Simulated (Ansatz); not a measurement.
# ⁴⁹Ti nuclear quadrupole resonance in TiO2

Cell: a COD entry.

Space group Pbcn (No. 60); a = 4.5150, b = 5.4970, c = 4.9390 Å.

```csv
site,Wyckoff,site symmetry,x,y,z
Ti,4c,.2.,0.0000,0.1710,0.2500
O,8d,1,0.2860,0.3760,0.4120
```

One atom of each set is listed.

The numbers come from a DFT calculation in Ansatz (PBE, plane waves and PAW (field gradients read without the response of the frozen cores, which leaves them typically 4 to 6 % off), scalar-relativistic, 420 eV cutoff, Γ-centred 5×5×5 k-points, Fermi–Dirac smearing 0.02 eV).

⁴⁹Ti: I = 7/2, Q = 247.0 mb (year-2017 value). Static lattice, zero field.

**Question.** The simulated lines lie at 1.80, 2.36, 3.70, 4.16 MHz. What are |C_Q|, η and |V_zz| at Ti?

**Answer.** For I = 7/2 and η = 0 the lines are |C_Q|/14 times 1, 2 and 3; η shifts the lowest up most. At large η the states mix, and weaker lines appear at sums of the main ones; lines under 5 % of the strongest are left out. Here |C_Q| = 17.5 MHz, η = 0.39 and |V_zz| = 2.93 × 10²¹ V/m². The calculation gives V_zz positive; the lines don't show the sign. The site has 6 O at 1.89–2.05 Å.

At this cell the PBE pressure is 7 GPa, so with PBE the cell would grow if it were relaxed. The largest force is 0.7 eV/Å, so the atoms aren't at the calculated equilibrium and relaxing them would move these values.

The run took 7.7 s of wall time (7.6 s of CPU time) and 0.51 GiB at its peak, on 1 thread of AMD EPYC 9R14 (Zen 4) (x86_64; 16 cores open to the job, memory cap 3.0 GiB, no GPU), a shared host with a load of 0.2 a core.
